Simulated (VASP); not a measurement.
**SnSe (strained rocksalt): one PBE single-point calculation in two programs**

```
CELL_PARAMETERS angstrom
0.07725 3.07937 3.07937
3.07937 0.07725 3.07937
3.07937 3.07937 0.07725
ATOMIC_POSITIONS crystal
Sn 0.00000 0.00000 0.00000
Se 0.50000 0.50000 0.50000
```

The two codes use different PAW datasets and cutoffs. VASP's cell holds 20 valence electrons and Ansatz's 30. Ansatz's stress includes a Pulay correction; VASP's doesn't.

Cutoffs: 520 eV in VASP, 420 eV in Ansatz. k meshes: 8×8×8 and 8×8×8.

```csv
,VASP,Ansatz
gap between bands v and c,0.01 eV,0.01 eV
least direct gap,0.01 eV,0.01 eV
pressure,-0.6 GPa,-0.6 GPa
```

Band v is the last that the valence electrons fill when counted band by band, and c is the next. Levels in eV from the top of v, Ansatz:

```csv
point,v−1,v,c,c+1
Γ,-2.34,-2.34,3.84,3.84
X,-3.96,-3.71,2.80,4.79
K,-3.27,-2.74,2.88,3.21
L,-2.10,-0.14,0.30,1.12
W,-4.86,-1.16,1.12,4.27
```

VASP:

| point | v−1 | v | c | c+1 |
| --- | --- | --- | --- | --- |
| Γ | -2.34 | -2.34 | 3.84 | 3.84 |
| X | -3.96 | -3.71 | 2.79 | 4.79 |
| K | -3.26 | -2.74 | 2.88 | 3.21 |
| L | -2.09 | -0.14 | 0.30 | 1.12 |
| W | -4.86 | -1.16 | 1.11 | 4.27 |
